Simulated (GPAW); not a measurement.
Input of a GPAW 26.7.0 run:

Contents of run.py:

```python
from ase import Atoms
from ase.dft.bandgap import bandgap
from ase.io import write
from ase.units import GPa
from gpaw import GPAW, PW, setup_paths

setup_paths.insert(0, '.')

atoms = Atoms(['Te', 'Sn'],
              cell=[[0.0, 3.15085, 3.15085],
                    [3.15085, 0.0, 3.15085],
                    [3.15085, 3.15085, 0.0]],
              scaled_positions=[[0.5, 0.5, 0.5],
                                [0.0, 0.0, 0.0]],
              pbc=True)

calc = GPAW(mode=PW(450),
            xc='PBEsol',
            kpts={'size': (6, 6, 6), 'gamma': True},
            occupations={'name': 'fermi-dirac', 'width': 0.05},
            nbands=19,
            maxiter=120,
            txt='gpaw.txt')
atoms.calc = calc
energy = atoms.get_potential_energy()
forces = atoms.get_forces()
stress = atoms.get_stress()
calc.write('gs.gpw')
write('result.traj', atoms)
print(f'Energy: {energy:.6f} eV')
print('Forces (eV/A):')
print(forces.round(4))
print('Stress (GPa):', (stress / GPa).round(3))
print('Fermi level:', round(calc.get_fermi_level(), 4), 'eV')
print(f'Gap: {bandgap(calc)[0]:.4f} eV, direct: {bandgap(calc, direct=True)[0]:.4f} eV')
```

Potentials or basis: PAW data sets generated in the run's folder for this functional, pw.

Command:

```console
$ gpaw-setup -f PBEsol Sn Te
$ OMP_NUM_THREADS=1 python run.py
```

Predict the pressure.

-1.4 GPa.

Estimate the band gap on the k mesh.

0.15 eV, direct.

Caveat: the cutoff is short for stress and forces, so pressures can be off by a GPa or more; spin-orbit coupling is left out, which moves the levels of the heavy elements.

**What was measured.**

From a printed reference work, textbook, for a bulk crystal of SnTe at 300 K: band gap 0.18 eV (direct).

A measured gap of SnTe is 0.18 eV (direct; 300 K; a printed reference work, textbook); the calculated 0.15 eV misses it by -0.03 eV. Spin-orbit coupling on Sn, Te is left out. The value is that of PBEsol on a finite k mesh, which can miss the band edges, without temperature or zero-point motion. Semilocal functionals fall short of measured gaps as a rule.
